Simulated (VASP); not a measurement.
**VASP inputs for NaCl (strained rocksalt)**

INCAR

```
EDIFF = 1E-7
LCHARG = .FALSE.
SIGMA = 0.01
NELM = 120
ISMEAR = 0
ENCUT = 520
LASPH = .TRUE.
ALGO = Normal
IBRION = -1
LWAVE = .FALSE.
PREC = Accurate
LREAL = .FALSE.
NSW = 0
NBANDS = 14
ISIF = 2
METAGGA = R2SCAN
```

KPOINTS

```
KPOINTS created by Atomic Simulation Environment
0
Gamma
8 8 8
0 0 0
```

KPOINTS_OPT

```
special points
6
Reciprocal
0.0000000000 0.0000000000 0.0000000000 1
0.5000000000 0.0000000000 0.5000000000 1
0.6250000000 0.2500000000 0.6250000000 1
0.3750000000 0.3750000000 0.7500000000 1
0.5000000000 0.5000000000 0.5000000000 1
0.5000000000 0.2500000000 0.7500000000 1
```

POSCAR

```
Na Cl
 1.0000000000000000
     0.0000000000000000    2.8307258136000000    2.8307258136000000
     2.8307258136000000    0.0000000000000000    2.8307258136000000
     2.8307258136000000    2.8307258136000000    0.0000000000000000
 Na  Cl
   1   1
Cartesian
  0.0000000000000000  0.0000000000000000  0.0000000000000000
  2.8307258136000000  2.8307258136000000  2.8307258136000000
```

VASP ran with the recommended PBE PAW datasets (14 valence electrons in the cell).

Problem. What does this run give?

Solution. gap between bands v and c 5.87 eV; least direct gap 5.87 eV; pressure -1.0 GPa.

Band v is the last that the valence electrons fill when counted band by band, and c is the next. Levels in eV from the top of v:

```csv
point,v−1,v,c,c+1
Γ,0.00,0.00,5.87,11.75
X,-0.60,-0.60,8.41,8.62
K,-1.10,-0.50,8.98,9.78
L,-0.27,-0.27,7.92,11.52
W,-1.18,-0.74,9.72,10.34
```
